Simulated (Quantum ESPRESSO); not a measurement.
## Au under changes of volume

One of the cells (17.771 Å³/atom); the others are scaled copies at fixed shape and fractional positions:

```
Au
1.0
     2.90000    0.00000    0.00000
    -1.45000    2.51147    0.00000
     0.00000    0.00000    4.88000
Au
2
Direct
  0.66667 0.33333 0.25000
  0.33333 0.66667 0.75000
```

This isn't the form of Au at room conditions, which is fcc.

| Item | Value |
| --- | --- |
| Program | Quantum ESPRESSO 7.5 |
| Functional | PBEsol |
| Potentials or basis | GBRV 1.5 PBEsol |
| Cutoff | 612 eV |
| Density cutoff | 4898 eV |
| k mesh | 11 × 11 × 6 |
| Occupations | fermi-dirac, width 0.05 eV |
| Spin | no spin polarisation |

| volume (Å³/atom) | energy over the lowest point (meV/atom) | pressure (GPa) |
| --- | --- | --- |
| 16.705 | 2.61 | 3.1 |
| 17.060 | 0.00 | -0.7 |
| 17.416 | 5.15 | -4.0 |
| 17.771 | 17.08 | -6.9 |
| 18.127 | 34.95 | -9.3 |
| 18.482 | 57.98 | -11.5 |
| 18.837 | ? | ? |

Q: What does the run at 18.837 Å³/atom give?

A: Energy over the lowest point 85.43 meV/atom; pressure -13.3 GPa.

Worked out: A Birch-Murnaghan fit of order 3 (a polynomial in V^(-2/3)) to the other rows has its minimum at 16.99 Å³/atom with B0 = V·E''(V) = 171 GPa and B' = 5.4 at fixed shape and positions, which overstates the stiffness. It gives 85.50 meV/atom at 18.837 Å³/atom, against the run's 85.43, and -dE/dV = -13.4 GPa, against -13.3.

Energies are extrapolated to zero smearing.
